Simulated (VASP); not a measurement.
## MgTe: band structure with PBE0

Crystal: MgTe.

```xyz
2
Lattice="0.0000 3.2204 3.2204 3.2204 0.0000 3.2204 3.2204 3.2204 0.0000" Properties=species:S:1:pos:R:3 pbc="T T T"
Mg    6.4409    6.4409    6.4409
Te    1.6102    1.6102    1.6102
```

The cell was built by a generator and needn't be a form met in nature.

- Program: VASP 6.6.1
- Task: band structure
- Functional: PBE0
- Potentials or basis: VASP PAW PBE potentials, release 64 (Mg, Te)
- Cutoff: 520 eV
- k mesh: 6 × 6 × 6
- Occupations: gaussian, width 0.03 eV
- Spin: no spin polarisation
- Grid for exact exchange (PRECFOCK): Fast
- Exchange at q = 0: truncated
- Further INCAR settings: ALGO = Normal; EDIFF = 1e-06; NBANDS = 11

The pressure is 0.2 GPa. The band gap on the k mesh is 3.86 eV, direct. The band gap along the path is 3.86 eV, direct.

Levels at points of the mesh, in eV from the valence-band top:
```
           k point  band 1  band 2  band 3  band 4  band 5  band 6  band 7  band 8
(0.00, 0.00, 0.00)  -11.22    0.00    0.00    0.00    3.86    7.09    7.09    7.09
(0.50, 0.00, 0.00)  -10.53   -3.61   -0.47   -0.47    4.71    7.12    7.12    8.99
(0.50, 0.50, 0.00)  -10.30   -3.41   -1.33   -1.33    4.21    5.02   11.60   11.60
```

Wall time 4.8 min on 2 MPI ranks on Intel(R) Xeon(R) Platinum 8488C (Sapphire Rapids), with other jobs on the host, peak memory 0.24 GiB a rank.

Caveat: the PAW data sets were made with another functional, which shifts forces and pressure a little; spin-orbit coupling is left out, which moves the levels of the heavy elements.
